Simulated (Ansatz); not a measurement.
The system is Gd.

```
Gd
1.0
     3.63600    0.00000    0.00000
    -1.81800    3.14887    0.00000
     0.00000    0.00000    5.78260
Gd
2
Cartesian
  1.8180 1.0496 4.3369
  0.0000 2.0992 1.4457
```

- Program: Ansatz 0.2.0
- Task: single point
- Functional: PBEsol
- Potentials or basis: all-electron LAPW, scalar-relativistic
- Cutoff: 156 eV (chosen from the basis error)
- Basis error allowed: 0.001 eV/atom
- k mesh: 8 × 8 × 5
- Occupations: fermi-dirac, width 0.05 eV
- Spin: collinear spin, ferromagnetic start
- Starting moments: [7.0, 7.0] μB

On this cell: pressure -1.8 GPa; largest force under 0.003 eV/Å; net moment 15.21 μB per cell; site moments Gd +7.45 μB; band gap on the k mesh none (metal or under the smearing width).

The same run follows on a disturbed copy (atoms moved at random, drawn with an rms of 0.05 Å):

```
Gd
1.0
     3.63600    0.00000    0.00000
    -1.81800    3.14887    0.00000
     0.00000    0.00000    5.78260
Gd
2
Direct
  0.66808 0.35251 0.75466
  0.32949 0.65511 0.25373
```

**Question.** What changes?

**Answer.** The energy (extrapolated to zero smearing) moves by +2.6 meV/atom; pressure -1.8 GPa; largest force 0.094 eV/Å; net moment 15.22 μB per cell; site moments Gd +7.43 μB; band gap on the k mesh none (metal or under the smearing width).

Forces in eV/Å, atoms in the order of the input:
```
Gd   0.035 -0.086 -0.012
Gd  -0.035  0.086  0.012
```

Stress tensor (GPa, compression positive):
```
-1.54 -0.12  0.00
-0.12 -2.17  0.01
 0.00  0.01 -1.57
```

Caveats: an open f shell can end in a state above the lowest; spin-orbit coupling is left out, which moves the levels of the heavy elements.
